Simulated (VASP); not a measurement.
# Sn (I4_1/amd) in VASP: further runs

The runs below take Sn through relaxation of cell and atoms, with PBEsol, RPBE.

All numbers are computed with VASP 6.6.1; they aren't measurements. Logs are shortened: lines on timing, memory, paths and dates and some standing lists are left out, and cuts for length are marked.

### Step 1. The crystal as given

It takes space group I4_1/amd (No. 141, tetragonal). The conventional cell has a = 5.832 Å, b = 5.832 Å, c = 3.182 Å, α = 90.00°, β = 90.00°, γ = 90.00°. Around Sn (site symmetry -4m2) lie 6 Sn at 3.02 to 3.18 Å.

### Step 2. Relaxation of cell and atoms, PBEsol

File INCAR:

```
SYSTEM = Sn
PREC = Accurate ; ENCUT = 580
EDIFF = 1E-7 ; ISMEAR = 0
SIGMA = 0.1 ; LREAL = .False.
LASPH = .True. ; NELM = 60
ALGO = Normal ; ISIF = 3
LWAVE = .False. ; LCHARG = .False.
GGA = PS ; IBRION = 2
NSW = 90 ; EDIFFG = -0.005
```

File KPOINTS:

```
Automatic mesh
0
Gamma
  16 16 16
  0 0 0
```

File POSCAR:

```
Sn
1.0
   -2.9161500000      2.9161500000      1.5911500000
    2.9161500000     -2.9161500000      1.5911500000
    2.9161500000      2.9161500000     -1.5911500000
Sn
2
Direct
    0.0000000000      0.0000000000      0.0000000000
    0.7500000000      0.2500000000      0.5000000000
```

Potentials or basis: VASP PAW PBE potentials, release 64 (Sn).

Run with:

```bash
> cat potpaw_PBE.64/Sn/POTCAR > POTCAR
> mpirun -np 1 vasp_std > vasp.out
```

OUTCAR:

```text
SYSTEM = Sn
   PREC = Accurate
   ENCUT = 580
   EDIFF = 1E-7
   ISMEAR = 0
   LREAL = .False.
   LASPH = .True.
   NELM = 60
   ISIF = 3
   GGA = PS
   IBRION = 2
   NSW = 90
   EDIFFG = -0.005

 ion  position               nearest neighbor table
   1  0.000  0.000  0.000-   2 3.02   2 3.02   2 3.02   2 3.02
   2  0.750  0.250  0.500-   1 3.02   1 3.02   1 3.02   1 3.02

  LATTYP: Found a body centered tetragonal cell.
 ALAT       =     5.8323000000
 C/A-ratio  =     0.5456337980

  Lattice vectors:

 A1 = (  -2.9161500000,   2.9161500000,   1.5911500000)
 A2 = (   2.9161500000,  -2.9161500000,   1.5911500000)
 A3 = (   2.9161500000,   2.9161500000,  -1.5911500000)

Analysis of symmetry for initial positions (statically):
=====================================================================
 Subroutine PRICEL returns:
 Original cell was already a primitive cell.

 Routine SETGRP: Setting up the symmetry group for a
 body centered tetragonal supercell.

 Subroutine GETGRP returns: Found 16 space group operations
 (whereof  8 operations were pure point group operations)
 out of a pool of 16 trial point group operations.

The static configuration has the point symmetry D_2d.
 The point group associated with its full space group is D_4h.

Analysis of symmetry for dynamics (positions and initial velocities):
=====================================================================
 Subroutine PRICEL returns:
 Original cell was already a primitive cell.

 Routine SETGRP: Setting up the symmetry group for a
 body centered tetragonal supercell.

 Subroutine GETGRP returns: Found 16 space group operations
 (whereof  8 operations were pure point group operations)
 out of a pool of 16 trial point group operations.

The dynamic configuration has the point symmetry D_2d.
 The point group associated with its full space group is D_4h.

 Subroutine INISYM returns: Found 16 space group operations
 (whereof  8 operations are pure point group operations),
 and found     1 'primitive' translations

----------------------------------------------------------------------------------------

                                     Primitive cell

  volume of cell :      54.1241

  direct lattice vectors                    reciprocal lattice vectors
    -2.916150000  2.916150000  1.591150000     0.000000000  0.171458944  0.314238130
     2.916150000 -2.916150000  1.591150000     0.171458944  0.000000000  0.314238130
     2.916150000  2.916150000 -1.591150000     0.171458944  0.171458944  0.000000000

  length of vectors
     4.420364235  4.420364235  4.420364235     0.357971747  0.357971747  0.242479564

  position of ions in fractional coordinates (direct lattice)
     0.000000000  0.000000000  0.000000000
     0.750000000  0.250000000  0.500000000

  ion indices of the primitive-cell ions
   primitive index   ion index
                 1           1
                 2           2

----------------------------------------------------------------------------------------

 KPOINTS: Automatic mesh

Automatic generation of k-mesh.
 Grid dimensions read from file:
 generate k-points for:   16   16   16

 Generating k-lattice:

  Cartesian coordinates                     Fractional coordinates (reciprocal lattice)
     0.000000000  0.010716184  0.019639883     0.062500000 -0.000000000  0.000000000
     0.010716184  0.000000000  0.019639883    -0.000000000  0.062500000  0.000000000
     0.010716184  0.010716184  0.000000000     0.000000000  0.000000000  0.062500000

  Length of vectors
     0.022373234  0.022373234  0.015154973

  Shift w.r.t. Gamma in fractional coordinates (k-lattice)
     0.000000000  0.000000000  0.000000000

 Subroutine IBZKPT returns following result:
 ===========================================

 Found    349 irreducible k-points:

 Following reciprocal coordinates:
            Coordinates               Weight
  0.000000  0.000000  0.000000      1.000000
  0.062500 -0.000000  0.000000      8.000000
  0.125000 -0.000000  0.000000      8.000000
  0.187500 -0.000000  0.000000      8.000000
  0.250000 -0.000000  0.000000      8.000000
  0.312500  0.000000  0.000000      8.000000
[... 16 lines left out ...]
 -0.125000  0.062500 -0.000000     16.000000
 -0.062500  0.062500  0.000000      4.000000
 [... further k-points ...]
   k-points           NKPTS =    349   k-points in BZ     NKDIM =    349   number of bands    NBANDS=      8
   number of dos      NEDOS =    301   number of ions     NIONS =      2
   total plane-waves  NPLWV =  46656
   dimension x,y,z NGX =    36 NGY =   36 NGZ =   36
   dimension x,y,z NGXF=    72 NGYF=   72 NGZF=   72
   ions per type =               2
   NGX,Y,Z   is equivalent  to a cutoff of  13.54, 13.54, 13.54 a.u.
   NGXF,Y,Z  is equivalent  to a cutoff of  27.08, 27.08, 27.08 a.u.
 SYSTEM =  Sn
   PREC   = accura    normal or accurate (medium, high low for compatibility)
   ISTART =      0    job   : 0-new  1-cont  2-samecut
   ICHARG =      2    charge: 1-file 2-atom 10-const
   ISPIN  =      1    spin polarized calculation?
   LNONCOLLINEAR =      F non collinear calculations
   LSORBIT =      F    spin-orbit coupling
   LASPH  =      T    aspherical Exc in radial PAW
   ENCUT  =  580.0 eV  42.63 Ry    6.53 a.u.   8.68  8.68  8.68*2*pi/ulx,y,z
   NELM   =     60;   NELMIN=  2; NELMDL= -5     # of ELM steps
   EDIFF  = 0.1E-06   stopping-criterion for ELM
   LREAL  =      F    real-space projection
   EDIFFG = -.5E-02   stopping-criterion for IOM
   NSW    =     90    number of steps for IOM
   IBRION =      2    ionic relax: 0-MD 1-quasi-New 2-CG
   NFREE  =      1    steps in history (QN), initial steepest desc. (CG)
   ISIF   =      3    stress and relaxation
   ISYM   =      2    0-nonsym 1-usesym 2-fastsym
   POTIM  = 0.5000    time-step for ionic-motion
   TEBEG  =    0.0;   TEEND  =   0.0 temperature during run
   PSTRESS=    0.0 pullay stress
   NELECT =       8.0000    total number of electrons
   NUPDOWN=      -1.0000    fix difference up-down
   EMIN   =  10.00;   EMAX   =-10.00  energy-range for DOS
   EFERMI =   0.00;   METHOD = LEGACY
   ISMEAR =     0;   SIGMA  =   0.10  broadening in eV -4-tet -1-fermi 0-gaus
   EFERMI_NEDOS =   21; number of points for ismear=-14 and -15
   IALGO  =     38    algorithm
   IMIX   =      4    mixing-type and parameters
     AMIX     =   0.40;   BMIX     =  1.00
     AMIX_MAG =   1.60;   BMIX_MAG =  1.00
  volume/ion in A,a.u.               =      27.06       182.62
  Fermi-wavevector in a.u.,A,eV,Ry     =   0.865581  1.635712 10.193907  0.749231
  Thomas-Fermi vector in A             =   1.983845
   LORBIT       =      0    0 simple, 1 ext, 2 COOP (PROOUT), +10 PAW based schemes
   GGA     = PS    functional components
   LHFCALC =     F    Hartree Fock is set to
   AEXX    =    0.0000 exact exchange contribution
   IVDW    =     0    specifies the selected vdW correction
   LEPSILON=     F    determine dielectric tensor
   LRPA    =     F    only Hartree local field effects (RPA)
 conjugate gradient relaxation of ions
 non-spin polarized calculation
 Gauss-broadening in eV      SIGMA  =   0.10
  energy-cutoff  :      580.00
  volume of cell :       54.12
 maximum number of plane-waves:      1747
   NGX = 17   NGY = 17   NGZ = 17

--------------------------------------- Ionic step        1  -------------------------------------------

 number of electron       8.0000000 magnetization

 Free energy of the ion-electron system (eV)
  ---------------------------------------------------
  ext. energy  EPLUGINS =         0.00000000
  ---------------------------------------------------
  free energy    TOTEN  =        -8.49205387 eV

  energy without entropy =       -8.48765394  energy(sigma->0) =       -8.48985390

------------------------ aborting loop because EDIFF is reached ----------------------------------------

  FORCE on cell =-STRESS in cart. coord.  units (eV):
  Direction    XX          YY          ZZ          XY          YZ          ZX
  --------------------------------------------------------------------------------------
  -------------------------------------------------------------------------------------
  Total       -0.0060396     -0.0060396     -0.2870944      0.0000000      0.0000000      0.0000000
  in kB       -0.1787845     -0.1787845     -8.4985440      0.0000000      0.0000000      0.0000000
  external PRESSURE =      -2.9520377 kB  Pullay stress =       0.0000000 kB
[... 93 lines left out ...]
  energy  without entropy=       -8.4887559748  energy(sigma->0) =       -8.49099654

--------------------------------------- Ionic step        4  -------------------------------------------

 number of electron       8.0000000 magnetization

 Free energy of the ion-electron system (eV)
  ---------------------------------------------------
  ext. energy  EPLUGINS =         0.00000000
  ---------------------------------------------------
  free energy    TOTEN  =        -8.49339990 eV

  energy without entropy =       -8.48883403  energy(sigma->0) =       -8.49111697

 E-fermi :   5.2029     XC(G=0): -10.3223

 val. band max:        5.1984346209   @ k =  -0.2500   0.1250  -0.0000
 cond. band min:       5.2042151910   @ k =   0.1875   0.0625   0.0000
 fundamental gap:      0.0057805701
 Fermi energy:         5.2029164225

 k-point     1 :       0.0000    0.0000    0.0000
  band No.  band energies     occupation
      1      -6.0146      2.00000
      2       1.4878      2.00000
      3       3.1566      2.00000
      4       3.1566      2.00000
      5       8.0872      0.00000
      6      11.3899      0.00000
      7      11.3899      0.00000
      8      12.2550      0.00000
[... 243 lines left out ...]
 k-point    24 :      -0.0625    0.0625    0.0000
  band No.  band energies     occupation
      1      -5.9793      2.00000
      2       1.1505      2.00000
      3       3.1985      2.00000
      4       3.4237      2.00000
      5       8.2536      0.00000
      6      11.0271      0.00000
      7      11.1730      0.00000
      8      12.3064      0.00000

 [... further k-points ...]

------------------------ aborting loop because EDIFF is reached ----------------------------------------

  FORCE on cell =-STRESS in cart. coord.  units (eV):
  Direction    XX          YY          ZZ          XY          YZ          ZX
  --------------------------------------------------------------------------------------
  -------------------------------------------------------------------------------------
  Total       -0.0017452     -0.0017452      0.0003511      0.0000000      0.0000000      0.0000000
  in kB       -0.0519490     -0.0519490      0.0104523      0.0000000      0.0000000      0.0000000
  external PRESSURE =      -0.0311486 kB  Pullay stress =       0.0000000 kB
[... 17 lines left out ...]
  FREE ENERGIE OF THE ION-ELECTRON SYSTEM (eV)
  ---------------------------------------------------
  free  energy   TOTEN  =        -8.4933999001 eV

  energy  without entropy=       -8.4888340312  energy(sigma->0) =       -8.49111697

 reached required accuracy - stopping structural energy minimisation
```

It took 2.5 min on 1 thread of Intel Xeon 6975P-C (Granite Rapids), shared host; peak memory 0.35 GiB.

What came out:

- Free energy: -8.4934 eV
- Relaxed volume: 26.91 Å³/atom
- Relaxed cell: a = 4.422 Å, b = 4.422 Å, c = 4.422 Å, α = 97.30°, β = 97.30°, γ = 138.23°
- Space group after relaxing (to 0.05 Å): I4_1/amd (No. 141)
- Energy gained by relaxing: 0.7 meV/atom
- Ionic steps: 4
- Pressure after relaxing: 0.0 GPa
- Band gap on the k mesh: none (metal or under the smearing width)

The path:
```tsv
step	energy change (eV)	largest force (eV/Å)	pressure (GPa)	volume (Å³)
1	0.0000	0.0000	-0.30	54.12
2	-0.0012	0.0000	0.10	53.73
3	-0.0012	0.0000	0.16	53.68
4	-0.0013	0.0000	0.00	53.82
```

Final structure:
```xyz
2
Lattice="-2.9215 2.9215 1.5765 2.9215 -2.9215 1.5765 2.9215 2.9215 -1.5765" Properties=species:S:1:pos:R:3 pbc="T T T"
Sn    2.9215   -2.9215    1.5765
Sn    0.0000    2.9215    0.7883
```

Levels at points of the mesh, in eV from the Fermi level:
```tsv
k point	band 1	band 2	band 3	band 4	band 5	band 6	band 7	band 8
(0.00, 0.00, 0.00)	-11.22	-3.72	-2.05	-2.05	2.88	6.19	6.19	7.05
(0.50, 0.00, 0.00)	-6.90	-5.41	-2.33	-1.77	-1.13	2.22	2.85	4.71
(0.50, 0.50, 0.00)	-8.97	-8.97	0.54	0.54	1.50	1.50	6.20	6.20
(0.50, 0.50, 0.50)	-7.66	-7.66	-4.89	-4.89	5.24	5.24	9.36	9.36
```

Caveat: the PAW data sets were made with another functional, which shifts forces and pressure a little.

### Step 3. Relaxation of cell and atoms, PBEsol

INCAR: that of step 2 with these lines changed.

```diff
@@ -1,3 +1,3 @@
 SYSTEM = Sn
-PREC = Accurate ; ENCUT = 580
+PREC = Accurate ; ENCUT = 480
 EDIFF = 1E-7 ; ISMEAR = 0
```

KPOINTS is that of step 2.

POSCAR is that of step 2.

Potentials or basis: VASP PAW PBE potentials, release 64 (Sn_d).

Run with:

```bash
> cat potpaw_PBE.64/Sn_d/POTCAR > POTCAR
> mpirun -np 1 vasp_std > vasp.out
```

Run time: 4.3 min. Hardware: 1 thread of Intel Xeon 6975P-C (Granite Rapids), shared host; peak memory 0.37 GiB.

Results (log left out):

| Quantity | Value |
| --- | --- |
| Free energy | -8.5251 eV |
| Relaxed volume | 26.85 Å³/atom |
| Relaxed cell | a = 4.419 Å, b = 4.419 Å, c = 4.419 Å, α = 97.30°, β = 97.30°, γ = 138.23° |
| Space group after relaxing (to 0.05 Å) | I4_1/amd (No. 141) |
| Energy gained by relaxing | 0.8 meV/atom |
| Ionic steps | 5 |
| Pressure after relaxing | 0.0 GPa |
| Band gap on the k mesh | none (metal or under the smearing width) |

The path:
```csv
step,energy change (eV),largest force (eV/Å),pressure (GPa),volume (Å³)
1,0.0000,0.0000,-0.42,54.12
2,-0.0013,0.0000,0.15,53.57
3,-0.0013,0.0000,0.15,53.57
4,-0.0016,0.0000,0.02,53.68
5,-0.0016,0.0000,0.01,53.69
```

Final structure:
```
CELL_PARAMETERS angstrom
-2.91918 2.91918 1.57522
2.91918 -2.91918 1.57522
2.91918 2.91918 -1.57522
ATOMIC_POSITIONS crystal
Sn 0.00000 0.00000 0.00000
Sn 0.75000 0.25000 0.50000
```

Levels at points of the mesh, in eV from the Fermi level:
| k point | band 11 | band 12 | band 13 | band 14 | band 15 | band 16 | band 17 | band 18 |
| --- | --- | --- | --- | --- | --- | --- | --- | --- |
| (0.00, 0.00, 0.00) | -11.24 | -3.73 | -2.05 | -2.05 | 2.90 | 6.18 | 6.18 | 7.05 |
| (0.50, 0.00, 0.00) | -6.90 | -5.42 | -2.34 | -1.77 | -1.13 | 2.23 | 2.85 | 4.70 |
| (0.50, 0.50, 0.00) | -8.99 | -8.99 | 0.54 | 0.54 | 1.50 | 1.50 | 6.20 | 6.20 |
| (0.50, 0.50, 0.50) | -7.64 | -7.64 | -4.89 | -4.89 | 5.24 | 5.24 | 9.34 | 9.34 |

Caveat: the PAW data sets were made with another functional, which shifts forces and pressure a little.

### Step 4. Relaxation of cell and atoms, RPBE

File INCAR:

```
SYSTEM = Sn
PREC = Accurate ; ENCUT = 600
EDIFF = 1E-7 ; ISMEAR = 0
SIGMA = 0.1 ; LREAL = .False.
LASPH = .True. ; NELM = 60
ALGO = Normal ; ISIF = 3
LWAVE = .False. ; LCHARG = .False.
GGA = RP ; IBRION = 2
NSW = 90 ; EDIFFG = -0.005
```

KPOINTS is that of step 3.

POSCAR is that of step 3.

Run with:

```bash
> cat potpaw_PBE.64/Sn_d/POTCAR > POTCAR
> mpirun -np 1 vasp_std > vasp.out
```

Run time: 12 min. Hardware: 1 thread of Intel Xeon 6975P-C (Granite Rapids), shared host; peak memory 0.48 GiB.

It converged, with:

| Quantity | Value |
| --- | --- |
| Free energy | -6.8770 eV |
| Relaxed volume | 29.26 Å³/atom |
| Relaxed cell | a = 4.545 Å, b = 4.545 Å, c = 4.545 Å, α = 97.33°, β = 97.33°, γ = 138.16° |
| Space group after relaxing (to 0.05 Å) | I4_1/amd (No. 141) |
| Energy gained by relaxing | 26.6 meV/atom |
| Ionic steps | 7 |
| Pressure after relaxing | 0.0 GPa |
| Band gap on the k mesh | none (metal or under the smearing width) |

Step by step:
```
step  energy change (eV)  largest force (eV/Å)  pressure (GPa)  volume (Å³)
   1              0.0000                0.0000            4.10        54.12
   2             -0.0500                0.0000           -0.84        59.74
   3             -0.0531                0.0000            0.01        58.53
   4             -0.0531                0.0000           -0.05        58.62
   5             -0.0532                0.0000           -0.05        58.61
   6             -0.0532                0.0000           -0.05        58.60
   7             -0.0532                0.0000            0.02        58.51
```

Final structure:
```
Sn
1.0
    -3.00215    3.00215    1.62303
     3.00215   -3.00215    1.62303
     3.00215    3.00215   -1.62303
Sn
2
Direct
  0.00000 0.00000 0.00000
  0.75000 0.25000 0.50000
```

Levels at points of the mesh, in eV from the Fermi level:
```csv
k point,band 12,band 13,band 14,band 15,band 16,band 17
"(0.00, 0.00, 0.00)",-3.88,-1.82,-1.82,3.02,5.81,5.81
"(0.50, 0.00, 0.00)",-5.16,-2.34,-1.57,-0.99,2.30,2.67
"(0.50, 0.50, 0.00)",-8.51,0.56,0.56,1.39,1.39,5.82
"(0.50, 0.50, 0.50)",-7.38,-4.42,-4.42,4.92,4.92,8.62
```

Caveat: the PAW data sets were made with another functional, which shifts forces and pressure a little. RPBE and its kin give volumes clearly too large for solids.

### Step 5. Summary

| level | potentials or basis | cutoff (eV) | gap on the mesh (eV) | pressure (GPa) | relaxed volume (Å³/atom) |
| --- | --- | --- | --- | --- | --- |
| PBEsol | VASP PAW PBE potentials, release 64 (Sn) | 580 | none | 0.0 | 26.91 |
| PBEsol | VASP PAW PBE potentials, release 64 (Sn_d) | 480 | none | 0.0 | 26.85 |
| RPBE | VASP PAW PBE potentials, release 64 (Sn_d) | 600 | none | 0.0 | 29.26 |

Alike in all rows: task relaxation of cell and atoms; no spin polarisation; cell relaxed; k mesh 16 × 16 × 16; smearing gaussian 0.1 eV.

Caveats: the PAW data sets were made with another functional, which shifts forces and pressure a little.

Total energies depend on the potentials used, so only differences within one code and one set of settings carry meaning.
